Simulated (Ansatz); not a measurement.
Input and command of a calculation in Ansatz (plane waves; scalar-relativistic PAW potentials unless the input names others):

```yaml
crystal:
  lattice:
    - [0.0, 0.0, -2.7591133678]
    - [-2.9510604865, 0.0, 0.0]
    - [0.0, 13.8042419459, 0.0]
  atoms:
    - { symbol: Cu, position: [0.5, 0.5, 0.0534448124] }
    - { symbol: Cu, position: [0.0, 0.0, 0.8016721865] }
    - { symbol: Cu, position: [0.5, 0.5, 0.2672240622] }
    - { symbol: Cu, position: [0.0, 0.0, 0.1603344373] }
    - { symbol: Cu, position: [0.5, 0.5, 0.4810033119] }
    - { symbol: Cu, position: [0.0, 0.0, 0.3741136871] }
    - { symbol: Cu, position: [0.5, 0.5, 0.6947825617] }
    - { symbol: Cu, position: [0.0, 0.0, 0.5878929368] }
basis:
  ecutwfc: 420
kpoints:
  mp_grid: { grid: [21, 20, 5] }
hamiltonian:
  xc: pbe
scf:
  occupations: { method: methfessel_paxton, width: 0.15 }
output:
  forces: true
  eigenvalues: true
  stress: true
magnetization:
  spin_polarized: true
```

```bash
ansatz run input.yaml --threads 2 --pin off --max-ram 5120MiB --backend cpu --events-out ev --progress --plain --runs-dir out
```

Abridged log:
```
Basis set: ecut = 420 eV, 2203 PW (Γ), exchange–correlation on 40×40×192 points (8 copies of the dense FFT grid, shifted against one another)
Bands: 92, of which v1, the nominal top of the filled ones, is band 76 counted from 1 (75 counted from 0)
Symmetry: 8 space group operations
k-points: 363 of 2100
SCF iter   1: F=—  HF=-53006.356942 eV  |F-HF|=—  |Δ(HF+E_count)|=         —  Δρ=1.14e-1 (↑1.14e-1 ↓1.14e-1) dr2=3.66e1  dr2_m=0.00e0  M=0.000 μB ∫|m|=0.000 μB  β_m=0.30  ethr=3.10e-3  ⟨swp⟩=4.5  Hψ=99845  notcnv=0  defer=640
spin=Collinear: Kerker preconditioning applied to the charge; magnetization (m = ρ↑ − ρ↓) channel mixes plain (no charge-response kernel on spin).
SCF iter   2: F=—  HF=-53001.269701 eV  |F-HF|=—  |Δ(HF+E_count)|=    5.09e0  S|Δr|=    0.00e0  Δρ=2.08e-2 (↑2.08e-2 ↓2.08e-2) dr2=3.22e0  dr2_m=0.00e0  M=0.000 μB ∫|m|=0.000 μB  β_m=0.32  ethr=3.10e-3  ⟨swp⟩=2.8  Hψ=67825  notcnv=0  defer=3180
SCF iter   3: F=—  HF=-53000.495738 eV  |F-HF|=—  |Δ(HF+E_count)|=   7.74e-1  S|Δr|=    0.00e0  Δρ=2.24e-2 (↑2.24e-2 ↓2.24e-2) dr2=2.70e0  dr2_m=0.00e0  M=0.000 μB ∫|m|=0.000 μB  β_m=0.51  ethr=2.12e-3  ⟨swp⟩=2.0  Hψ=40464  notcnv=0  defer=3248
SCF iter   4: F=—  HF=-52996.364651 eV  |F-HF|=—  |Δ(HF+E_count)|=    5.59e0  S|Δr|=    2.52e1  Δρ=5.47e-2 (↑3.88e-2 ↓5.47e-2) dr2=2.63e0  dr2_m=2.02e0  M=4.240 μB ∫|m|=4.240 μB  ethr=1.78e-3  ⟨swp⟩=2.0  Hψ=47207  notcnv=0  defer=3248
Mixer restart at iter 4: flushing history
SCF iter   5: F=—  HF=-52999.307662 eV  |F-HF|=—  |Δ(HF+E_count)|=         —  Δρ=4.42e-2 (↑3.71e-2 ↓4.42e-2) dr2=7.14e-1  dr2_m=1.64e0  M=0.564 μB ∫|m|=0.565 μB  β_m=0.51  ethr=1.73e-3  ⟨swp⟩=2.8  Hψ=98140  notcnv=0  defer=4270
SCF iter   6: F=—  HF=-52999.636938 eV  |F-HF|=—  |Δ(HF+E_count)|=   3.29e-1  S|Δr|=    0.00e0  Δρ=2.67e-2 (↑1.95e-2 ↓2.67e-2) dr2=2.27e-1  dr2_m=5.01e-1  M=0.308 μB ∫|m|=0.310 μB  β_m=0.75  ethr=4.70e-4  ⟨swp⟩=2.5  Hψ=102039  notcnv=0  defer=5904
SCF iter   7: F=—  HF=-53000.502054 eV  |F-HF|=—  |Δ(HF+E_count)|=   8.65e-1  S|Δr|=    0.00e0  Δρ=4.01e-2 (↑4.01e-2 ↓3.98e-2) dr2=7.10e0  dr2_m=6.72e-3  M=0.055 μB ∫|m|=0.058 μB  β_m=0.51  ethr=1.49e-4  ⟨swp⟩=2.9  Hψ=132099  notcnv=0  defer=6423  recentre
Mixer restart at iter 7: flushing history
SCF iter   8: F=—  HF=-52999.765173 eV  |F-HF|=—  |Δ(HF+E_count)|=         —  Δρ=3.63e-3 (↑3.63e-3 ↓3.63e-3) dr2=1.15e-1  dr2_m=0.00e0  M=0.000 μB ∫|m|=0.000 μB  β_m=0.51  ethr=1.49e-4  ⟨swp⟩=4.2  Hψ=88107  notcnv=0  defer=777
   ...
SCF iter  16: F=—  HF=-52999.752067 eV  |F-HF|=—  |Δ(HF+E_count)|=   3.38e-5  S|Δr|=    0.00e0  Δρ=4.91e-5 (↑4.91e-5 ↓4.91e-5) dr2=1.26e-5  dr2_m=0.00e0  M=0.000 μB ∫|m|=0.000 μB  β_m=0.74  ethr=3.65e-8  ⟨swp⟩=2.0  Hψ=45565  notcnv=0  defer=1233
SCF iter  17: F=—  HF=-52999.752079 eV  |F-HF|=—  |Δ(HF+E_count)|=   1.28e-5  S|Δr|=    0.00e0  Δρ=9.00e-5 (↑9.00e-5 ↓9.00e-5) dr2=4.20e-5  dr2_m=0.00e0  M=0.000 μB ∫|m|=0.000 μB  β_m=0.55  ethr=8.29e-9  ⟨swp⟩=2.0  Hψ=55639  notcnv=0  defer=1233  recentre
SCF iter  18: F=—  HF=-52999.752075 eV  |F-HF|=—  |Δ(HF+E_count)|=   4.55e-6  S|Δr|=    0.00e0  Δρ=4.80e-5 (↑4.80e-5 ↓4.80e-5) dr2=6.66e-6  dr2_m=0.00e0  M=0.000 μB ∫|m|=0.000 μB  β_m=0.56  ethr=8.29e-9  ⟨swp⟩=2.0  Hψ=55607  notcnv=0  defer=1233
SCF iter  19: F=—  HF=-52999.752079 eV  |F-HF|=—  |Δ(HF+E_count)|=   4.03e-6  S|Δr|=    0.00e0  Δρ=5.50e-5 (↑5.50e-5 ↓5.50e-5) dr2=9.57e-6  dr2_m=0.00e0  M=0.000 μB ∫|m|=0.000 μB  β_m=0.56  ethr=4.38e-9  ⟨swp⟩=2.0  Hψ=57842  notcnv=0  defer=1233
SCF iter  20: F=—  HF=-52999.752078 eV  |F-HF|=—  |Δ(HF+E_count)|=   1.09e-6  S|Δr|=    0.00e0  Δρ=1.36e-5 (↑1.36e-5 ↓1.36e-5) dr2=6.76e-7  dr2_m=0.00e0  M=0.000 μB ∫|m|=0.000 μB  β_m=0.47  ethr=4.38e-9  ⟨swp⟩=2.0  Hψ=45473  notcnv=0  defer=1233
SCF iter  21: F=—  HF=-52999.752078 eV  |F-HF|=—  |Δ(HF+E_count)|=   5.45e-8  S|Δr|=    0.00e0  Δρ=3.74e-6 (↑3.74e-6 ↓3.74e-6) dr2=1.43e-7  dr2_m=0.00e0  M=0.000 μB ∫|m|=0.000 μB  β_m=0.59  ethr=4.45e-10  ⟨swp⟩=2.0  Hψ=44679  notcnv=0  defer=1233
SCF iter  22: F=—  HF=-52999.752078 eV  |F-HF|=—  |Δ(HF+E_count)|=   1.70e-9  S|Δr|=    0.00e0  Δρ=3.59e-6 (↑3.59e-6 ↓3.59e-6) dr2=1.59e-7  dr2_m=0.00e0  M=0.000 μB ∫|m|=0.000 μB  β_m=0.49  ethr=6.58e-11  ⟨swp⟩=8.3  Hψ=123658  notcnv=0
SCF iter  23: F=-52999.752078 eV  HF=-52999.752078 eV  |F-HF|=6.31e-8  |Δ(HF+E_count)|=   4.78e-9  S|Δr|=    0.00e0  Δρ=2.11e-6 (↑2.11e-6 ↓2.11e-6) dr2=6.30e-8  dr2_m=0.00e0  M=0.000 μB ∫|m|=0.000 μB  ethr=6.58e-11  ⟨swp⟩=2.0  Hψ=84300  notcnv=0
SCF 1 converged in 23 iterations: F = -52999.752078 eV  dr2 = 6.30e-8
this state was not tested for a lower state beside it, because cold or Methfessel-Paxton smearing, or corrected tetrahedra, fill the levels in a way that the test cannot read (fill_not_monotonic; see scf.lower_state_search)
SCF converged after 23 iterations
Magnetization: 0.0000 μB (76.0000 up, 76.0000 down)
Absolute magnetization: 0.0000 μB (∫|ρ↑−ρ↓|)
Spin contamination: 0.0000 ħ² per cell (⟨S²⟩ above its minimum at these occupations)
Per-site moments (μB) at R_I (Å): [(0.0, 1.03187315), (0.0, 1.03187315), (0.0, 1.03187315), (0.0, 1.03187315), (0.0, 1.03187315), (0.0, 1.03187315), (0.0, 1.03187315), (0.0, 1.03187315)]
Free energy (F): -52999.752078 eV
Harris-Foulkes:  -52999.752078 eV  (|F-HF|=6.31e-8)
Internal energy: -52999.753242 eV  (E = F + TS)
E sigma→0 (E₀):  -52999.752369 eV
Entropy (-TS):   0.001164 eV (0.146 meV/atom)
Fermi energy:    13.422072 eV
--- Forces (eV/Å), atoms counted from 1 ---
  atom   1  Cu     0.00000000    -0.17512320     0.00000000
  atom   2  Cu     0.00000000     0.17512320     0.00000000
  atom   3  Cu     0.00000000     0.04554548     0.00000000
  atom   4  Cu     0.00000000    -0.17445372     0.00000000
  atom   5  Cu     0.00000000     0.05434951     0.00000000
  atom   6  Cu     0.00000000    -0.05434951     0.00000000
  atom   7  Cu     0.00000000     0.17445372     0.00000000
  atom   8  Cu     0.00000000    -0.04554548     0.00000000
--- Stress (GPa, compression-positive) ---
       -3.554575       0.000000       0.000000
        0.000000      -2.041847       0.000000
        0.000000       0.000000      -3.841783
  P = ⅓ Tr σ = -3.1461 GPa (-31.461 kbar)
```

Apart from outputs and empty bands, the input differs from a reference run on usual settings in scf.occupations.method: "gaussian" → "methfessel_paxton"; magnetization: not typed → {"spin_polarized": true}. The reference, at the same geometry (not necessarily relaxed), gave pressure -3.14 GPa, largest force 0.176 eV/Å, no gap on the mesh. This run converged in 23 SCF iterations (reference: 8) with an energy at zero smearing 0.03 meV/atom below the reference's, pressure -3.15 GPa, largest force 0.175 eV/Å, no gap on the mesh.

Time: 73 s on 2 threads of AMD EPYC 9R45 96-Core Processor (Zen 5), with other jobs on the host, peak memory 3.9 GiB.